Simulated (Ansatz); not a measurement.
# InP (F-43m) in Ansatz: further runs

Aim: see how the results for InP move with the level of theory and the settings. Levels: PBEsol, PBE, LDA. Tasks: single point, relaxation of cell and atoms.

Everything below comes from runs of Ansatz 0.2.0. Logs are shortened: lines on timing, memory, paths and dates and some standing lists are left out, and cuts for length are marked.

**What was measured.**

A printed reference work, data compilation reports, for a bulk crystal of InP at 1.6 K: band gap 1.4236 eV (direct).

The results are compared with them further down.

### Step 1. The crystal as given

Symmetry: F-43m, No. 216, cubic system. Conventional cell: a = 5.861 Å, b = 5.861 Å, c = 5.861 Å, α = 90.00°, β = 90.00°, γ = 90.00°. In (site symmetry -43m) is surrounded by 4 P at 2.54 Å. Around P (site symmetry -43m) lie 4 In at 2.54 Å.

### Step 2. Single point, PBEsol

File input.yaml:

```yaml
crystal:
  lattice:
    - [0.0, 2.9305, 2.9305]
    - [2.9305, 0.0, 2.9305]
    - [2.9305, 2.9305, 0.0]
  atoms:
    - { symbol: In, position: [0.0, 0.0, 0.0] }
    - { symbol: P, position: [0.75, 0.75, 0.75] }
kpoints:
  mp_grid: { grid: [8, 8, 8] }
scf:
  occupations: { method: gaussian, width: 0.05 }
hamiltonian:
  xc: pbesol
  pseudopotentials: { kind: all_electron, lapw: { basis_error: 0.001 } }
output:
  forces: true
  stress: true
  eigenvalues: true
```

Potentials or basis: all-electron LAPW, scalar-relativistic.

On the command line:

```
ansatz run input.yaml --threads 1 --pin off --max-ram 3072MiB --backend cpu --events-out ev --progress --plain --runs-dir out
```

The log of the run:

```text
Warning: RAYON_NUM_THREADS=1 ignored (pool sized by the plan → 1); use --threads N
LAPW: plane waves up to 8.016 Å⁻¹, error target 1.0e-3 eV per atom; small_component_spin mean_spin; P in spheres of 1.105 Å, 13 of its electrons in bands, Dirac shells []; In in spheres of 1.432 Å, 21 of its electrons in bands, Dirac shells [] (how accurate: hamiltonian.pseudopotentials.lapw.basis_error, Limitations)
Engine: ansatz 0.2.0, aarch64-unknown-linux-gnu
Pseudopotentials: kind: all_electron
Pseudopotential: In, LAPW, valence charge 21, lapw/all_electron/scalar/gaussian/In, Koelling and Harmon's equation, gaussian nucleus
Pseudopotential: P, LAPW, valence charge 13, lapw/all_electron/scalar/gaussian/P, Koelling and Harmon's equation, gaussian nucleus
Functional definition: PBEsol
  exchange = pbesol_x
  correlation = pbesol_c
Crystal: 2 atoms, lattice volume = 50.333 Å³
Basis set: ecut = 244.79313199182866 eV, 411 PW (Γ), exchange–correlation at level 2
Bands: 21, of which v1, the nominal top of the filled ones, is band 17 counted from 1 (16 counted from 0)
Symmetry: 24 space group operations
Space group: F-43m (ITA 216), of the structure as read, at distance tolerance 3.7e-5 Å
k-points: 29 of 512 (time reversal used)
Non-local potential: In, projectors of the file, none
Non-local potential: P, projectors of the file, none
Initial density: superposition of atomic densities (chi_scale 0.1, normalization cell, long waves kept (reshape's long-wave potential 0.00 eV rms))
Initial wavefunctions: plane waves of lowest kinetic energy (no species holds an atomic orbital)
Functional: x = pbesol(κ = 0.804, μ = 0.12345679012345678), c = pbesol(β = 0.046)
iter 1 solved again at ethr=3.29e-3 eV; its pass at ethr=1.00e-1 eV (dr2=1.12e0 eV) is discarded
SCF iter   1: F=—  HF=-169267.729044 eV  |F-HF|=—  |Δ(HF+E_count)|=         —  Δρ=3.50e-2  dr2=1.12e0  ethr=3.29e-3  ⟨swp⟩=2.0  Hψ=4157  notcnv=0
preconditioner: auto → none  [insulator: Δε(μ)=1.033 eV  Ē_g=14.195 eV  σ=0.050 eV  W_gap=1.00  n_scr=14 (ndim 8)  ℏωp=22.2 eV  f_vac=0.041  D(μ)=0.00/eV (n_scr^D=0)  ε∞_Penn≈3.4]
iter 2 solved again at ethr=1.87e-4 eV; its pass at ethr=3.29e-3 eV (dr2=6.35e-2 eV) is discarded
SCF iter   2: F=—  HF=-169267.356652 eV  |F-HF|=—  |Δ(HF+E_count)|=   3.72e-1  Δρ=1.20e-2  dr2=6.36e-2  ethr=1.87e-4  ⟨swp⟩=2.0  Hψ=3198  notcnv=0
SCF iter   3: F=—  HF=-169267.325866 eV  |F-HF|=—  |Δ(HF+E_count)|=   3.08e-2  Δρ=5.79e-3  dr2=1.35e-2  ethr=1.87e-4  ⟨swp⟩=2.0  Hψ=1798  notcnv=0
SCF iter   4: F=—  HF=-169267.323894 eV  |F-HF|=—  |Δ(HF+E_count)|=         —  Δρ=1.20e-3  dr2=7.47e-4  ethr=3.97e-5  ⟨swp⟩=2.0  Hψ=1682  notcnv=0
the basis was enlarged: its passes take 524.9 KiB over the memory plan, 1 of 1 planned eigensolver slots
SCF iter   5: F=—  HF=-169267.323425 eV  |F-HF|=—  |Δ(HF+E_count)|=   4.69e-4  Δρ=1.52e-4  dr2=9.93e-6  ethr=2.20e-6  ⟨swp⟩=2.1  Hψ=1684  notcnv=0
SCF iter   6: F=—  HF=-169267.323435 eV  |F-HF|=—  |Δ(HF+E_count)|=   1.02e-5  Δρ=2.94e-5  dr2=3.52e-7  ethr=2.92e-8  ⟨swp⟩=3.0  Hψ=1780  notcnv=0
SCF iter   7: F=-169267.323436 eV  HF=-169267.323436 eV  |F-HF|=3.58e-9  |Δ(HF+E_count)|=   5.96e-7  Δρ=2.70e-6  dr2=4.27e-9  ethr=1.04e-9  ⟨swp⟩=3.0  Hψ=1792  notcnv=0
SCF 1 converged in 7 iterations: F = -169267.323436 eV  dr2 = 4.27e-9
SCF converged after 7 iterations
Free energy (F): -169267.323436 eV
Harris-Foulkes:  -169267.323436 eV  (|F-HF|=3.58e-9)
Internal energy: -169267.323436 eV  (E = F + TS)
E sigma→0 (E₀):  -169267.323436 eV
Fermi energy:    9.308463 eV
--- Per-component energies (eV) ---
  E_band       = -1584.333612
  E_kinetic    = 177222.856981
  E_xc         = -4895.285528
  E_electrostatic = -341594.894889  (all electrons and nuclei)
  E_smearing   = -0.000000  (= −TS)
  E_closure    = 0.000000  (closes the sum)
  E_atoms      = -169258.199424  (free atoms, spherical and without spin; not in F)
  Σ components = -169267.323436   (vs F -169267.323436, Δ=0.00e0)
  Basis errors (estimates in eV, not in F): energy 4.5e-4 per atom: plane waves 4.1e-4 (2.4e-4 summed), levels above the bands 0.0e0, relativity 4.4e-9, radial functions 4.0e-5, core shells 6.7e-8; eigenvalues (radial functions only) 1.1e-6; not estimated: angular momenta, meshes, grids; target (lapw.basis_error) 1.0e-3; muffin-tin radii P 1.105 Å, In 1.432 Å
--- Forces (eV/Å), atoms counted from 1 ---
  atom   1  In     0.00000000    -0.00000000     0.00000000
  atom   2  P     -0.00000000     0.00000000     0.00000000
  max |Σ_I F_I| component: 1.85e-17 eV/Å
--- Stress (GPa, compression-positive) ---
        0.598855       0.000000       0.000000
        0.000000       0.598855       0.000000
        0.000000       0.000000       0.598855
  P = ⅓ Tr σ = 0.5989 GPa (5.989 kbar)
--- Band table (eV; the first three rows and the last of 29) ---
  k-point 0: bands = ["-158.2843", "-109.0221", "-109.0221", "-109.0221", "-105.8060", "-64.3337", "-64.3337", "-64.3337", "-5.1620", "-5.1620", "-5.1620", "-5.0065", "-5.0065", "-2.5465", "8.9989", "8.9989", "8.9989", "9.6136", "13.0120", "13.0120", "13.0120"]
  k-point 1: bands = ["-158.2843", "-109.0221", "-109.0221", "-109.0221", "-105.8060", "-64.3337", "-64.3337", "-64.3337", "-5.1814", "-5.1544", "-5.1544", "-5.0065", "-5.0065", "-2.3664", "7.4257", "8.8093", "8.8093", "10.5784", "13.1547", "13.2923", "13.2923"]
  k-point 2: bands = ["-158.2843", "-109.0221", "-109.0221", "-109.0221", "-105.8060", "-64.3338", "-64.3337", "-64.3337", "-5.2256", "-5.1383", "-5.1383", "-5.0040", "-5.0040", "-1.8629", "5.5145", "8.4331", "8.4331", "10.7041", "13.7173", "13.7173", "14.2224"]
  k-point 28: bands = ["-158.2843", "-109.0221", "-109.0221", "-109.0221", "-105.8060", "-64.3338", "-64.3338", "-64.3338", "-5.3159", "-5.1014", "-5.0644", "-5.0281", "-4.9914", "-0.0522", "3.3403", "5.9996", "6.0356", "13.1932", "13.3383", "14.4707", "15.0727"]
```

Run time: 8.3 s. Hardware: 1 thread of Arm Neoverse V2, shared host; peak memory 0.27 GiB.

What came out:

- Free energy: -169267.3234 eV
- Pressure: 0.6 GPa
- Band gap on the k mesh: 0.61 eV, direct

Caveat: spin-orbit coupling is left out, which moves the levels of the heavy elements.

### Step 3. Single point, PBE

Edit input.yaml of step 2 so:

```diff
@@ -11,5 +11,5 @@
 scf:
-  occupations: { method: gaussian, width: 0.05 }
+  occupations: { method: gaussian, width: 0.023 }
 hamiltonian:
-  xc: pbesol
+  xc: pbe
   pseudopotentials: { kind: all_electron, lapw: { basis_error: 0.001 } }
```

Potentials or basis: all-electron LAPW, scalar-relativistic.

On the command line:

```
ansatz run input.yaml --threads 1 --pin off --max-ram 3072MiB --backend cpu --events-out ev --progress --plain --runs-dir out
```

The log of the run:

```text
Warning: RAYON_NUM_THREADS=1 ignored (pool sized by the plan → 1); use --threads N
LAPW: plane waves up to 8.013 Å⁻¹, error target 1.0e-3 eV per atom; small_component_spin mean_spin; P in spheres of 1.105 Å, 13 of its electrons in bands, Dirac shells []; In in spheres of 1.433 Å, 21 of its electrons in bands, Dirac shells [] (how accurate: hamiltonian.pseudopotentials.lapw.basis_error, Limitations)
[... 4 set-up lines as earlier in the session ...]
Functional definition: PBE
  parameter kappa = 0.804
  parameter beta = 0.06672455060314922
  exchange = pbe_x(kappa = kappa, mu = beta*pi^2/3)
  correlation = pbe_c(beta = beta)
Crystal: 2 atoms, lattice volume = 50.333 Å³
Basis set: ecut = 244.61379969458542 eV, 411 PW (Γ), exchange–correlation at level 2
Bands: 21, of which v1, the nominal top of the filled ones, is band 17 counted from 1 (16 counted from 0)
[... 2 set-up lines as earlier in the session ...]
k-points: 29 of 512 (time reversal used)
[... 3 set-up lines as earlier in the session ...]
[... 17 lines left out ...]
Internal energy: -169355.405013 eV  (E = F + TS)
E sigma→0 (E₀):  -169355.405013 eV
Fermi energy:    9.456099 eV
--- Per-component energies (eV) ---
  E_band       = -1583.125226
  E_kinetic    = 177332.064593
  E_xc         = -4985.289808
  E_electrostatic = -341702.179798  (all electrons and nuclei)
  E_smearing   = -0.000000  (= −TS)
  E_closure    = 0.000000  (closes the sum)
  E_atoms      = -169347.050426  (free atoms, spherical and without spin; not in F)
  Σ components = -169355.405013   (vs F -169355.405013, Δ=0.00e0)
  Basis errors (estimates in eV, not in F): energy 4.5e-4 per atom: plane waves 4.1e-4 (2.4e-4 summed), levels above the bands 0.0e0, relativity 3.8e-8, radial functions 4.5e-5, core shells 6.7e-8; eigenvalues (radial functions only) 1.1e-6; not estimated: angular momenta, meshes, grids; target (lapw.basis_error) 1.0e-3; muffin-tin radii P 1.105 Å, In 1.433 Å
--- Forces (eV/Å), atoms counted from 1 ---
  atom   1  In     0.00000000    -0.00000000    -0.00000000
  atom   2  P     -0.00000000     0.00000000     0.00000000
  max |Σ_I F_I| component: 3.70e-17 eV/Å
--- Stress (GPa, compression-positive) ---
        3.336571       0.000000      -0.000000
        0.000000       3.336571       0.000000
       -0.000000       0.000000       3.336571
  P = ⅓ Tr σ = 3.3366 GPa (33.366 kbar)
--- Band table (eV; the first three rows and the last of 29) ---
  k-point 0: bands = ["-158.5220", "-108.9983", "-108.9983", "-108.9983", "-105.8625", "-64.3495", "-64.3495", "-64.3495", "-5.0915", "-5.0915", "-5.0915", "-4.9395", "-4.9395", "-2.4174", "9.0988", "9.0988", "9.0988", "9.8125", "13.1909", "13.1909", "13.1909"]
  k-point 1: bands = ["-158.5220", "-108.9983", "-108.9983", "-108.9983", "-105.8625", "-64.3495", "-64.3495", "-64.3495", "-5.1105", "-5.0840", "-5.0840", "-4.9394", "-4.9394", "-2.2389", "7.5618", "8.9131", "8.9131", "10.7554", "13.3435", "13.4677", "13.4677"]
  k-point 2: bands = ["-158.5220", "-108.9983", "-108.9983", "-108.9983", "-105.8625", "-64.3496", "-64.3495", "-64.3495", "-5.1538", "-5.0682", "-5.0682", "-4.9369", "-4.9369", "-1.7404", "5.6612", "8.5424", "8.5424", "10.8977", "13.8904", "13.8904", "14.4196"]
  k-point 28: bands = ["-158.5220", "-108.9983", "-108.9983", "-108.9983", "-105.8625", "-64.3497", "-64.3497", "-64.3496", "-5.2434", "-5.0314", "-4.9955", "-4.9600", "-4.9244", "0.0390", "3.5031", "6.1494", "6.1909", "13.3906", "13.4801", "14.6703", "15.3054"]
```

Run time: 8.3 s. Hardware: 1 thread of Arm Neoverse V2, shared host; peak memory 0.27 GiB.

Results:

- Free energy: -169355.4050 eV
- Pressure: 3.3 GPa
- Band gap on the k mesh: 0.71 eV, direct

Caveat: spin-orbit coupling is left out, which moves the levels of the heavy elements.

### Step 4. Relaxation of cell and atoms, LDA

Edit input.yaml of step 3 so:

```diff
@@ -11,5 +11,5 @@
 scf:
-  occupations: { method: gaussian, width: 0.023 }
+  occupations: { method: fermi_dirac, width: 0.05 }
 hamiltonian:
-  xc: pbe
+  xc: lda
   pseudopotentials: { kind: all_electron, lapw: { basis_error: 0.001 } }
@@ -18,2 +18,5 @@
   stress: true
-  eigenvalues: true
+relax:
+  f_tol: 0.005
+  max_steps: 60
+  cell: {}
```

On the command line:

```
ansatz run input.yaml --threads 1 --pin off --max-ram 3072MiB --backend cpu --events-out ev --progress --plain --runs-dir out
```

Run time: 20 s. Hardware: 1 thread of Arm Neoverse V2, shared host; peak memory 0.28 GiB.

The run converged. Its results:

| Quantity | Value |
| --- | --- |
| Free energy | -169185.2174 eV |
| Relaxed volume | 24.73 Å³/atom |
| Relaxed cell | a = 4.120 Å, b = 4.120 Å, c = 4.120 Å, α = 60.00°, β = 60.00°, γ = 60.00° |
| Space group after relaxing (to 0.05 Å) | F-43m (No. 216) |
| Energy gained by relaxing | 1.7 meV/atom |
| Ionic steps | 4 |
| Pressure after relaxing | 0.0 GPa |
| Band gap on the k mesh | 0.57 eV |

The path:
| step | energy change (eV) | largest force (eV/Å) | volume (Å³) |
| --- | --- | --- | --- |
| 1 | 0.0000 | 0.0000 | 50.33 |
| 2 | -0.0033 | 0.0000 | 49.32 |
| 3 | -0.0033 | 0.0000 | 49.46 |
| 4 | -0.0033 | 0.0000 | 49.46 |

Final structure:
```cif
data_structure
_symmetry_space_group_name_H-M 'P 1'
_symmetry_Int_Tables_number 1
_cell_length_a 4.1203
_cell_length_b 4.1203
_cell_length_c 4.1203
_cell_angle_alpha 60.000
_cell_angle_beta 60.000
_cell_angle_gamma 60.000
_cell_volume 49.46
loop_
_atom_site_label
_atom_site_type_symbol
_atom_site_fract_x
_atom_site_fract_y
_atom_site_fract_z
_atom_site_occupancy
In1 In 0.00000 0.00000 0.00000 1
P1 P 0.75000 0.75000 0.75000 1
```

Caveat: spin-orbit coupling is left out, which moves the levels of the heavy elements. A k mesh can miss the band edges.

### Step 5. Summary

```tsv
task	level	cell	cutoff (eV)	smearing	gap on the mesh (eV)	pressure (GPa)
single point	PBEsol	as given	245	gaussian 0.05 eV	0.61	0.6
single point	PBE	as given	245	gaussian 0.023 eV	0.71	3.3
relaxation of cell and atoms	LDA	relaxed	-	fermi-dirac 0.05 eV	0.57	0.0
```

Alike in all rows: potentials or basis all-electron LAPW, scalar-relativistic; no spin polarisation; k mesh 8 × 8 × 8; basis error allowed 0.001 eV/atom.

Caveats: spin-orbit coupling is left out, which moves the levels of the heavy elements.

Compare energies only between runs with the same functional and basis.

### Step 6. Against experiment

Step 2. A measured gap of InP is 1.4236 eV (direct; 1.6 K; a printed reference work, data compilation); the calculated 0.61 eV misses it by -0.81 eV. Spin-orbit coupling on In is left out. The value is that of PBEsol, without temperature or zero-point motion. Semilocal functionals fall short of measured gaps as a rule.

Step 3. A measured gap of InP is 1.4236 eV (direct; 1.6 K; a printed reference work, data compilation); the calculated 0.71 eV misses it by -0.71 eV. Spin-orbit coupling on In is left out. The value is that of PBE, without temperature or zero-point motion. Semilocal functionals fall short of measured gaps as a rule.
